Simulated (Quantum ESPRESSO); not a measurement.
Wanted: the native input for a Quantum ESPRESSO 7.5 run.

```
Task                : single point
Functional          : PBE
Potentials or basis : SSSP 1.3 efficiency PBE
Cutoff              : 748 eV
Density cutoff      : 5987 eV
k mesh              : 10 × 10 × 10
Occupations         : fermi-dirac, width 0.05 eV
Spin                : no spin polarisation
Mixing beta         : 0.5
Most SCF iterations : 120
SCF threshold       : 4e-10 Ry
```

The system is CuO.

```
Cu O
1.0
     0.00000    2.32725    2.32725
     2.32725    0.00000    2.32725
     2.32725    2.32725    0.00000
Cu O
1 1
Direct
  0.00000 0.00000 0.00000
  0.25000 0.25000 0.25000
```

Measurements of this composition are mostly on another form, of space group No. 15.

The input as run:

pw.in

```
&CONTROL
  calculation = 'scf'
  prefix = 'pwscf'
  outdir = './tmp'
  pseudo_dir = './pseudo'
  tprnfor = .true.
  tstress = .true.
  disk_io = 'low'
/
&SYSTEM
  ibrav = 0
  nat = 2
  ntyp = 2
  ecutwfc = 55
  ecutrho = 440
  nbnd = 15
  occupations = 'smearing'
  smearing = 'fd'
  degauss = 0.00367493
/
&ELECTRONS
  conv_thr = 4d-10
  electron_maxstep = 120
  mixing_beta = 0.5
/
ATOMIC_SPECIES
Cu    63.5460 Cu.paw.z_11.ld1.psl.v1.0.0-low.upf
O     15.9990 O.pbe-n-kjpaw_psl.0.1.UPF
CELL_PARAMETERS angstrom
   0.0000000000    2.3272527300    2.3272527300
   2.3272527300    0.0000000000    2.3272527300
   2.3272527300    2.3272527300    0.0000000000
ATOMIC_POSITIONS crystal
Cu     0.0000000000    0.0000000000    0.0000000000
O      0.2500000000    0.2500000000    0.2500000000
K_POINTS automatic
10 10 10 0 0 0
```

pp_density.in

```
&INPUTPP
  prefix = 'pwscf'
  outdir = './tmp'
  filplot = 'density.dat'
  plot_num = 0
/
&PLOT
  nfile = 1
  filepp(1) = 'density.dat'
  iflag = 3
  output_format = 6
  fileout = 'density.cube'
/
```

pp_potential.in

```
&INPUTPP
  prefix = 'pwscf'
  outdir = './tmp'
  filplot = 'potential.dat'
  plot_num = 11
/
&PLOT
  nfile = 1
  filepp(1) = 'potential.dat'
  iflag = 3
  output_format = 6
  fileout = 'potential.cube'
/
```

Potentials or basis: SSSP 1.3 efficiency PBE.

Launch:

```console
$ OMP_NUM_THREADS=1 pw.x -in pw.in > pw.out
$ OMP_NUM_THREADS=1 pp.x -in pp_density.in > pp_density.out
$ OMP_NUM_THREADS=1 pp.x -in pp_potential.in > pp_potential.out
```

Results of the run:

| Property | Result |
| --- | --- |
| Pressure | -9.8 GPa |
| Band gap on the k mesh | none (metal or under the smearing width) |

Caveat: an odd number of electrons without spin polarisation forces a metal; a magnetic or distorted state may lie lower; the run has no spin polarisation, though such a crystal can be magnetic; semilocal functionals often make such compounds metallic where correlation or magnetic order opens a gap, which also shifts bond lengths.

Wall time 18 s on 1 thread of Arm Neoverse V2 (shared host), peak memory 0.15 GiB.
